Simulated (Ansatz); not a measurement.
## An added O started as a split pair with an O atom in rocksalt CaO, 65 atoms, charge −2

All numbers come from Ansatz (PAW, plane waves, no spin–orbit coupling) at the single k point (¼, ¼, ¼) without its symmetry partners. The atoms were relaxed with PBEsol in a fixed cell; other functionals are single points on those atoms unless said otherwise. The valence top and gap of the host come from its small cell on a dense mesh, with the band extrema sought between the mesh points, lined up by the mean potential, PBEsol gap 3.54 eV, HSE06 gap 5.31 eV. The charge correction uses an assumed dielectric constant of 11.9.

Cell: a = 9.535 Å, b = 9.535 Å, c = 9.535 Å, α = 90.00°, β = 90.00°, γ = 90.00°.

Nearest atoms after relaxation, from the placed atom (for vacancies from the middle of the vacant sites): Ca at 2.18 Å, Ca at 2.18 Å, Ca at 2.18 Å, O at 2.49 Å, Ca at 2.65 Å, Ca at 2.65 Å, Ca at 2.65 Å, O at 3.09 Å.

Chemical potentials μ are those of reference phases of the elements at zero temperature by the same functional (the usual solids, diamond for C, grey Sn, and the molecules H2, N2, O2, F2, Cl2, Br2 and S8).

```tsv
functional	E(defect) − E(host) − Σ nμ + q·E_VBM (eV)	monopole (eV)	alignment (eV)	formation energy at E_F = VBM (eV)	moment (μB)	wall time, shared host
PBEsol	5.38	0.72	-0.02	6.08	0 (no spin)	74 s on NVIDIA H100 (relaxation)
```

Q: Estimate the formation energy and moment that HSE06 gives on these atoms.

A: 8.80 eV at E_F = VBM (8.08 eV before the monopole term 0.72 eV and the alignment 0.00 eV), moment 0 (no spin).

Q: How does the monopole term follow by hand for this cubic cell?

A: q²·α·e²/(4πε₀)/(2εL) with the Madelung constant α = 2.837 and e²/4πε₀ = 14.40 eV·Å: 4 × 2.837 × 14.40 / (2 × 11.9 × 9.535) = 0.72 eV.

HSE06 one-electron levels near the gap (the ten most localised at most), from the host's valence top, not corrected for the charge's images:

```
level (eV)  spin  filling  atoms sharing it  element of the atom with most weight
     -0.28  both     2.00               8.7                                     O
     -0.24  both     2.00               9.0                                     O
     -0.24  both     2.00               9.1                                     O
     -0.18  both     2.00              10.6                                     O
     -0.05  both     2.00              12.0                                     O
     -0.05  both     2.00              12.0                                     O
      0.05  both     2.00               9.9                                     O
      1.43  both     2.00               3.0                                     O
      1.43  both     2.00               3.2                                     O
      1.44  both     2.00               3.2                                     O
```

All elements are taken at their own reference at once; growth conditions in equilibrium with the host shift these energies, by up to the host's formation enthalpy.

One k point and a cell of this size can leave errors of several tenths of an eV in such numbers.
